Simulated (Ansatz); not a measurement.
# KI in Ansatz: convergence with smearing width

Crystal: KI.

```
I K
1.0
     4.29120    0.00000    0.00000
     0.00000    4.29120    0.00000
     0.00000    0.00000    4.29120
I K
1 1
Cartesian
  2.1456 2.1456 2.1456
  0.0000 0.0000 0.0000
```

Measurements of this composition are mostly on another form, of space group No. 225.

- Program: Ansatz 0.2.0
- Task: convergence study
- Functional: r2SCAN
- Potentials or basis: SPMS NC
- Cutoff: 381 eV (not typed: the program's choice for these potentials)
- k mesh: 5 × 5 × 5
- Occupations: gaussian, width 0.3 eV
- Spin: no spin polarisation

These are the settings of the first run; the series varies smearing width, with any setting tied to it.

Hardware: 2 threads of Intel(R) Xeon(R) Processor @ 2.50GHz (Skylake/Cascade Lake) (shared host).

| smearing width | energy less the tightest run, at zero smearing (meV/atom) | SCF cycles | CPU time (s) | peak memory (GiB) |
| --- | --- | --- | --- | --- |
| 0.3 eV | 0.00 | 6 | 2.8 | 0.34 |
| 0.2 eV | 0.00 | 7 | 3.4 | 0.34 |
| 0.15 eV | 0.00 | 7 | 3 | 0.34 |
| 0.1 eV | 0.00 | 7 | 3.1 | 0.34 |
| 0.05 eV | 0.00 | 7 | 3.1 | 0.34 |
| 0.025 eV | 0.00 | 7 | 3 | 0.34 |
| 0.01 eV | 0.00 | 7 | 3.5 | 0.34 |
| 0.005 eV | 0.00 | 7 | 3.2 | 0.34 |

Against the tightest run, the energy stays within 1 meV/atom from 0.3 eV on. The tightest run that finished is the yardstick and may itself not be fully converged.

Caveat, for the tightest run too: the meta-GGA runs on potentials made for a GGA.
